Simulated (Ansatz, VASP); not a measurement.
## CdS (Hawleyite) in VASP and in Ansatz

Contents of INCAR:

```
ALGO = Normal ; EDIFF = 1E-7
ENCUT = 520 ; GGA = PE
ISIF = 2 ; ISMEAR = 0
LASPH = T ; LCHARG = T
LELF = T ; LREAL = F
LVHAR = T ; LWAVE = F
NBANDS = 16 ; NELM = 80
PREC = Accurate ; SIGMA = 0.02
```

File KPOINTS:

```
k-points
0
Gamma
  12 12 12
```

File POSCAR:

```
CdS
1.0
    0.0000000000      2.9165000000      2.9165000000
    2.9165000000      0.0000000000      2.9165000000
    2.9165000000      2.9165000000      0.0000000000
Cd S
1 1
Direct
    0.0000000000      0.0000000000      0.0000000000
    0.7500000000      0.7500000000      0.7500000000
```

Input for Ansatz:

```yaml
crystal:
  lattice:
    - [0.0, 2.9165, 2.9165]
    - [2.9165, 0.0, 2.9165]
    - [2.9165, 2.9165, 0.0]
  atoms:
    - { symbol: Cd, position: [0.0, 0.0, 0.0] }
    - { symbol: S, position: [0.75, 0.75, 0.75] }
hamiltonian:
  xc: pbe
kpoints:
  mp_grid: { grid: [12, 12, 12] }
scf:
  occupations: { method: gaussian, width: 0.02 }
  convergence: { dr2_threshold: 1.0e-09 }
basis:
  ecutwfc: 600
output:
  eigenvalues: true
  forces: true
  stress: true
```

Alike in both runs: task single point; functional PBE; k mesh 12 × 12 × 12; occupations gaussian, width 0.02 eV; no spin polarisation.

```csv
,VASP,Ansatz
version,VASP 6.6.1,Ansatz 0.2.0
potentials or method,"VASP PAW PBE potentials, release 64 (Cd, S)","scalar-relativistic, plane waves, PAW"
plane-wave cutoff (eV),520,600
valence electrons in the cell,18,26
```

```tsv
	VASP	Ansatz	Ansatz less VASP
gap on the k mesh at the Fermi level (eV)	1.15	1.15	-0.004
pressure (GPa)	3.2	2.8	-0.36
```

The two sets of potentials don't hold the same shells in valence. Ansatz warned: «stress_scf_threshold_loose».

A k mesh can miss the band edges. Expect the measured gap to be larger: semilocal functionals such as PBE lack the derivative discontinuity.
